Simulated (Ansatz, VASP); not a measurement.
# BaS: VASP beside Ansatz

```xyz
2
Lattice="0.0000 3.2142 3.2142 3.2142 0.0000 3.2142 3.2142 3.2142 0.0000" Properties=species:S:1:pos:R:3 pbc="T T T"
Ba    3.2142    3.2142    3.2142
S     0.0000    0.0000    0.0000
```

Alike in both runs: task single point; functional PBE; k mesh 10 × 10 × 10; occupations gaussian, width 0.05 eV; no spin polarisation.

|  | VASP | Ansatz |
| --- | --- | --- |
| version | VASP 6.6.1 | Ansatz 0.2.0 |
| potentials or method | VASP PAW PBE potentials, release 64 (Ba_sv, S) | scalar-relativistic, plane waves, PAW |
| plane-wave cutoff (eV) | 520 | 420 |
| valence electrons in the cell | 16 | 16 |

```tsv
	VASP	Ansatz	Ansatz less VASP
gap on the k mesh at the Fermi level (eV)	2.14	2.23	+0.095
least direct gap on the mesh (eV)	2.28	2.35	+0.065
pressure (GPa)	0.6	0.0	-0.55
```

With one functional, cell and mesh, what is left measures potentials, basis and numerics.

Caveats: spin-orbit coupling is left out, which moves the levels of the heavy elements. PBE gaps usually lie below the measured ones, often by a third to a half. A k mesh can miss the band edges.
